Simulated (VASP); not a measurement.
Runs of VASP 6.6.1 on In. It takes space group Im-3m (No. 229, cubic). Conventional cell: a = 3.765 Å, b = 3.765 Å, c = 3.765 Å, α = 90.00°, β = 90.00°, γ = 90.00°. In (site symmetry m-3m) is surrounded by 8 In at 3.26 Å. This isn't the form of In at room conditions, which is tetragonal.

```csv
smearing,gap on the mesh (eV),pressure (GPa)
fermi-dirac 0.1 eV,none,1.8
fermi-dirac 0.05 eV,none,(a)
fermi-dirac 0.3 eV,none,1.8
fermi-dirac 0.2 eV,none,1.7
```

Alike in all rows: task single point; level PBE; potentials or basis VASP PAW PBE potentials, release 64 (In_d); no spin polarisation; cell as given; k mesh 9 × 9 × 9; cutoff (eV) 520.

Q: Fill in the values left out.

A: (a) 1.9.

A k mesh can miss the band edges, and the runs leave out spin-orbit coupling on In.

A gap of «none» marks a metal or a gap under the smearing width.
